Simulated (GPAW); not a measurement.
Runs of GPAW 26.7.0 on GaN. Symmetry: P6_3mc, No. 186, hexagonal system. Conventional cell: a = 3.180 Å, b = 3.180 Å, c = 5.166 Å, α = 90.00°, β = 90.00°, γ = 120.00°. Ga (site symmetry 3m) has 4 N at 1.94 to 1.95 Å as nearest neighbours. Around N (site symmetry 3m) lie 4 Ga at 1.94 to 1.95 Å. 

```tsv
task	level	potentials or basis	spin	cell	k mesh	cutoff (eV)	smearing	band path	band points	spin axis theta (degrees)	spin axis phi (degrees)	optimizer	mesh quality	gap on the mesh (eV)	pressure (GPa)	relaxed volume (Å³/atom)	largest force (eV/Å)
band structure	AM05	PAW data sets generated in the run's folder for this functional, pw	SOC, no magnetisation	as given	7 × 7 × 4	800	fermi-dirac 0.05 eV	GMKGALHA,LM,KH	80	54.7	45	-	not flagged	(a)	9.5	-	0.18
relaxation of cell and atoms	RPBE+D4	the program's PAW data sets (release 1.2.1) made for this functional, pw	off	relaxed	7 × 7 × 4	800	fermi-dirac 0.05 eV	-	-	-	-	BFGS	not flagged	1.90	-0.1	(b)	0.03
electron localisation function	revPBE	the program's PAW data sets (release 1.2.1) made for this functional, pw	off	as given	5 × 5 × 3	680	fermi-dirac 0.005 eV	-	-	-	-	-	coarse	2.09	16.4	-	0.18
band structure	TPSS	GPAW PAW data sets (gpaw-data 1.2.1), pw	SOC, no magnetisation	as given	7 × 7 × 4	800	fermi-dirac 0.05 eV	GMKGALHA,LM,KH	100	0	0	-	not flagged	(c)	14.4	-	0.19
relaxation of cell and atoms	TASK	GPAW PAW data sets (gpaw-data 1.2.1), pw	off	relaxed	7 × 7 × 4	800	fermi-dirac 0.05 eV	-	-	-	-	FIRE	not flagged	2.75	0.1	12.01	-
relaxation of cell and atoms	PW91	PAW data sets generated in the run's folder for this functional, pw	off	relaxed	7 × 7 × 4	800	fermi-dirac 0.05 eV	-	-	-	-	BFGS	not flagged	1.64	-0.1	12.08	0.01
relaxation of cell and atoms	BLYP	PAW data sets generated in the run's folder for this functional, pw	off	relaxed to -1 GPa	7 × 7 × 4	800	fermi-dirac 0.05 eV	-	-	-	-	FIRE	not flagged	1.49	-0.8	-	-
```

Task: Estimate the missing entries.

Result: (a) 2.11; (b) 11.69; (c) 1.94.

Caveats: some runs use coarse meshes; the data sets keep Ga 3d, Li 1s and Be 1s frozen, and some such compounds lay over 1.5 % in volume off other programs; later steps reuse the first step's grids (some runs); spin-orbit coupling was added after a scalar SCF, so levels and gaps hold it while energy, forces, pressure and moments don't (some runs); this program's spin-orbit splittings come out too wide for heavy elements (some runs); the PAW data sets were made with another functional, which shifts forces and pressure a little (some runs); the cutoff is short for stress and forces, so pressures can be off by a GPa or more (some runs); so large a pressure means that the cell lies far from this level's equilibrium, or that cutoff or potentials fall short (some runs).

A k mesh can miss the band edges, and rows without SOC leave out spin-orbit coupling on Ga.
